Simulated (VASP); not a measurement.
A run of VASP 6.6.1 is set up as follows.

The input INCAR:

```
SYSTEM = Li
PREC = Accurate ; ENCUT = 600
EDIFF = 1E-7 ; ISMEAR = -1
SIGMA = 0.1 ; LREAL = .FALSE.
LASPH = .TRUE. ; NELM = 60
ALGO = Fast ; ISIF = 3
LWAVE = .FALSE. ; LCHARG = .FALSE.
GGA = RP ; IBRION = 2
NSW = 80 ; EDIFFG = -0.01
```

Contents of KPOINTS:

```
regular mesh
0
G
  9 9 9
  0 0 0
```

File POSCAR:

```
Li
1.0
    0.0000000000      3.0783766346      3.0783766346
    3.0783766346      0.0000000000      3.0783766346
    3.0783766346      3.0783766346      0.0000000000
Li
2
Direct
    0.1250000000      0.1250000000      0.1250000000
    0.8750000000      0.8750000000      0.8750000000
```

Potentials or basis: VASP PAW PBE potentials, release 64 (Li_sv).

Command:

```console
$ cat potpaw_PBE.64/Li_sv/POTCAR > POTCAR
$ mpirun -np 1 vasp_std > vasp.out
```

Question: Estimate the band gap on the k mesh.

Answer: None (metal or under the smearing width).

Question: Predict the relaxed cell.

Answer: a = 4.204 Å, b = 4.204 Å, c = 4.204 Å, α = 60.00°, β = 60.00°, γ = 60.00°.

Question: What does it give for the space group after relaxing (to 0.05 Å)?

Answer: Fd-3m (No. 227).

Question: What does it give for the relaxed volume?

Answer: 26.27 Å³/atom.

Step by step:
```tsv
step	energy change (eV)	largest force (eV/Å)	pressure (GPa)	volume (Å³)
1	0.0000	0.0000	-0.46	58.34
2	-0.0020	0.0000	-0.42	57.63
3	-0.0065	0.0000	-0.28	55.54
4	-0.0089	0.0000	0.11	51.50
5	-0.0092	0.0000	0.00	52.54
```

Caveat: the cutoff is under 1.25 times the usual one of these potentials, so pressure, stress and relaxed cells hold a basis-set (Pulay) error; the PAW data sets were made with another functional, which shifts forces and pressure a little.
